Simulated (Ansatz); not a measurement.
H:

```xyz
1
Lattice="2.6496 0.0000 0.0000 0.0000 2.6496 0.0000 0.0000 0.0000 0.9805" Properties=species:S:1:pos:R:3 pbc="T T T"
H     0.0000    0.0000    0.4902
```

```yaml
Program: Ansatz 0.2.0
Task: relaxation of cell and atoms
Functional: PBEsol
Dispersion: D3(BJ)
Potentials_or_basis: Ansatz PAW
Cutoff: "420 eV (not typed: the program's choice for these potentials)"
k_mesh: 10 × 10 × 26
Occupations: fermi-dirac, width 0.05 eV
Spin: no spin polarisation
```

At the start: volume 6.88 Å³/atom.

Q: Where does the relaxation end?

A: It ends after 9 steps and the volume is 7.74 Å³/atom (+12.5 %); space group P4/mmm (No. 123, to 0.05 Å).

Step by step:
```
step  energy change (eV)  largest force (eV/Å)  volume (Å³)
   1              0.0000                0.0000         6.88
   2             -0.0007                0.0000         7.08
   3             -0.0009                0.0000         7.19
   4             -0.0008                0.0000         7.50
   5             -0.0008                0.0000         7.54
   6             -0.0022                0.0000         7.54
   7             -0.0020                0.0000         7.70
   8             -0.0019                0.0000         7.74
   9             -0.0023                0.0000         7.74
```

Final structure:
```
H
1.0
     2.79635    0.00000    0.00000
     0.00000    2.79635    0.00000
     0.00000    0.00000    0.99031
H
1
Direct
  0.00000 0.00000 0.50000
```

Caveat: the plane-wave basis is chosen anew once the cell has moved, so the energies of steps on either side of that aren't comparable.
